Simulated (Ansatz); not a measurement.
MgO in the NiAs structure was relaxed with 5 functionals in the PAW code Ansatz, cell and atoms free, the symmetry of the start kept (meshes: PBE 12×12×6, r2SCAN 12×12×4, PBEsol 12×12×4, LDA 12×12×4, HSE06 6×6×4). No spin polarisation and no zero-point or thermal motion; the cell was built from a prototype and may be hypothetical.

The HSE06 result:
```
Mg O
1.0
     2.92113    0.00000    0.00000
    -1.46057    2.52978    0.00000
     0.00000    0.00000    5.08906
Mg O
2 2
Direct
  0.00000 0.00000 0.00000
  0.00000 0.00000 0.50000
  0.33333 0.66667 0.25000
  0.66667 0.33333 0.75000
```

It is hexagonal, P6_3/mmc (No. 194); conventional cell a = 2.921 Å, c = 5.089 Å, 9.40 Å³ an atom. Mg is surrounded by 6 O at 2.11 Å; O is surrounded by 6 Mg at 2.11 Å.

(1) What lattice does PBE give?

(2) How does the cell change with r2SCAN?

(3) Held at the r2SCAN cell, what mean stress do LDA and PBE find, and does its sign point to their own minimum?

Answers

(1) a = 2.958 Å, c = 5.157 Å; the volume differs by +3.9 % from HSE06's. Mg is surrounded by 6 O at 2.14 Å; O is surrounded by 6 Mg at 2.14 Å.

(2) a = 2.923 Å, c = 5.092 Å; the volume differs by +0.2 % from HSE06's. Mg has 6 O at 2.11 Å; O has 6 Mg at 2.11 Å.

(3) Yes. LDA -4.93 GPa, and its relaxed volume is -3.1 % from r2SCAN's; PBE +5.66 GPa, and its relaxed volume is +3.7 % from r2SCAN's. Compression counts positive, so a positive stress asks for a larger cell.
